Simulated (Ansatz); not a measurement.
MgS (wurtzite), relaxed with r2SCAN: 6 runs in the PAW code Ansatz, each a construction of maximally localised Wannier functions. The symmetry is P6_3mc (No. 186, hexagonal); a = 4.029 Å, c = 6.454 Å in the conventional setting, 22.68 Å³ an atom. Around Mg lie 4 S at 2.45–2.46 Å; around S lie 4 Mg at 2.45–2.46 Å. No spin polarisation. The prototype was imposed, so other structures may be more stable.

```yaml
crystal:
  lattice:
    - [4.02863, 0.00000, 0.00000]
    - [-2.01431, 3.48889, 0.00000]
    - [0.00000, 0.00000, 6.45439]
  atoms:
    - { symbol: Mg, position: [0.33333, 0.66667, 0.99713] }
    - { symbol: Mg, position: [0.66667, 0.33333, 0.49713] }
    - { symbol: S, position: [0.33333, 0.66667, 0.37787] }
    - { symbol: S, position: [0.66667, 0.33333, 0.87787] }
```

Windows count from the top of the filled bands; a dash means that no such window was set (without an outer window there is no disentanglement). Rows marked drawn have settings drawn at random (some not listed).

| functional | SCF mesh | trial orbitals | functions | mesh | window (eV) | frozen (eV) | settings | Ω total (Å²) | Ω invariant (Å²) | largest spread (Å²) | least projectability | interpolation miss of the model's filled bands (eV, to the nearest computed level) |
| --- | --- | --- | --- | --- | --- | --- | --- | --- | --- | --- | --- | --- |
| PBE | 6×6×4 | S s, S p | 8 | 6×6×4 | – | – | drawn | 10.91 | 9.29 | 1.38 | 0.94 | 0.011 |
| PBE | 6×6×4 | S s, S p | 8 | 6×6×2 | – | – | chosen | 10.63 | 9.00 | 1.34 | 0.94 | 0.087 |
| PBE | 6×6×4 | S p | 6 | 6×6×4 | – | – | chosen | 11.38 | 11.29 | 1.92 | 0.91 | 0.010 |
| r2SCAN | 6×6×4 | S s, S p | 8 | 6×6×4 | – | – | chosen | 10.67 | 9.01 | 1.35 | 0.95 | 0.008 |
| r2SCAN | 6×6×4 | S p | 6 | 6×6×4 | – | – | chosen | 11.10 | 11.02 | 1.87 | 0.92 | 0.008 |
| HSE06 | 6×6×4 | S s, S p | 8 | 6×6×4 | – | – | chosen | 10.60 | 8.99 | 1.34 | 0.95 | – |
